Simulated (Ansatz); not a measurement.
Runs of Ansatz 0.2.0 on ZnAu. Symmetry: Pm-3m, No. 221, cubic system. The conventional cell has a = 3.147 Å, b = 3.147 Å, c = 3.147 Å, α = 90.00°, β = 90.00°, γ = 90.00°. Au (site symmetry m-3m) is surrounded by 8 Zn at 2.73 Å. Zn (site symmetry m-3m) is surrounded by 8 Au at 2.73 Å. 

```tsv
task	level	cutoff (eV)	smearing	basis error allowed	gap on the mesh (eV)	pressure (GPa)	V0 of scaled cells (Å³/atom)	B0 (GPa)
equation of state	PBE	-	fermi-dirac 0.05 eV	0.0005 eV/atom	-	-	(a)	(b)
equation of state	PBEsol	-	fermi-dirac 0.05 eV	0.0005 eV/atom	-	-	15.34	142
single point	LDA	267	gaussian 0.05 eV	0.001 eV/atom	none	-6.6	-	-
single point	PBEsol	267	fermi-dirac 0.05 eV	0.001 eV/atom	none	-2.2	-	-
single point	RPBE	267	gaussian 0.1 eV	0.001 eV/atom	none	9.0	-	-
```

Alike in all rows: potentials or basis all-electron LAPW, scalar-relativistic; no spin polarisation; cell as given; k mesh 8 × 8 × 8.

Fill in the values left out.

(a) 16.21; (b) 117.

A k mesh can miss the band edges, and the runs leave out spin-orbit coupling on Au.

A gap of «none» marks a metal or a gap under the smearing width.

Not every run made on this cell is shown here.
